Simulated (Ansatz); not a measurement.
Crystal: SrO.

```xyz
2
Lattice="0.0000 2.5663 2.5663 2.5663 0.0000 2.5663 2.5663 2.5663 0.0000" Properties=species:S:1:pos:R:3 pbc="T T T"
Sr    2.5663    2.5663    2.5663
O     0.0000    0.0000    0.0000
```

| Quantity | Value |
| --- | --- |
| Program | Ansatz 0.2.0 |
| Task | relaxation of cell and atoms |
| Functional | LDA |
| Potentials or basis | all-electron LAPW, scalar-relativistic |
| Basis error allowed | 0.001 eV/atom |
| k mesh | 9 × 9 × 9 |
| Occupations | fermi-dirac, width 0.05 eV |
| Spin | no spin polarisation |

At the start: volume 16.90 Å³/atom.

Problem. Where does the relaxation end?

Solution. Over 4 steps the energy falls by 8.2 meV/atom and the volume is 16.23 Å³/atom (-3.9 %); space group Fm-3m (No. 225, to 0.05 Å).

The path:
```
step  energy change (eV)  largest force (eV/Å)  volume (Å³)
   1              0.0000                0.0000        33.80
   2             -0.0163                0.0000        32.57
   3             -0.0164                0.0000        32.47
   4             -0.0164                0.0000        32.47
```

Final structure:
```xyz
2
Lattice="0.0000 2.5321 2.5321 2.5321 0.0000 2.5321 2.5321 2.5321 0.0000" Properties=species:S:1:pos:R:3 pbc="T T T"
Sr    2.5321    2.5321    2.5321
O     0.0000    0.0000    0.0000
```
